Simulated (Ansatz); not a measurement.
# CaF$_{2}$ (Fm-3m), zone-centre modes

Level of theory: Ansatz 0.2.0, DFT r2SCAN, scalar-relativistic, plane waves, PAW. Cutoff 500 eV, Γ-centred 8×8×8 k-points, Gaussian smearing of 0.05 eV. No spin polarisation.

Zero of the scan (as given, not relaxed at this level):

```xyz
3
Lattice="0.0000 2.7313 2.7313 2.7313 0.0000 2.7313 2.7313 2.7313 0.0000" Properties=species:S:1:pos:R:3 pbc="T T T"
Ca    0.0000    0.0000    0.0000
F     1.3656    1.3656    1.3656
F     4.0969    4.0969    4.0969
```

Harmonic modes by finite displacements of 0.02 Å, without the LO–TO term.

Problem. At this geometry, is the structure stable against these modes?

Solution. Yes: no mode is imaginary beyond 10 cm⁻¹, and only the three translations lie near zero.

Problem. List the wavenumbers in cm⁻¹.

Solution. 0, 0, 0, 253, 253, 253, 321, 321, 321.

Cost: 1 run of about 1.7 core-minutes, on Intel Xeon Processor @ 2.50GHz (Skylake/Cascade Lake) (shared hosts).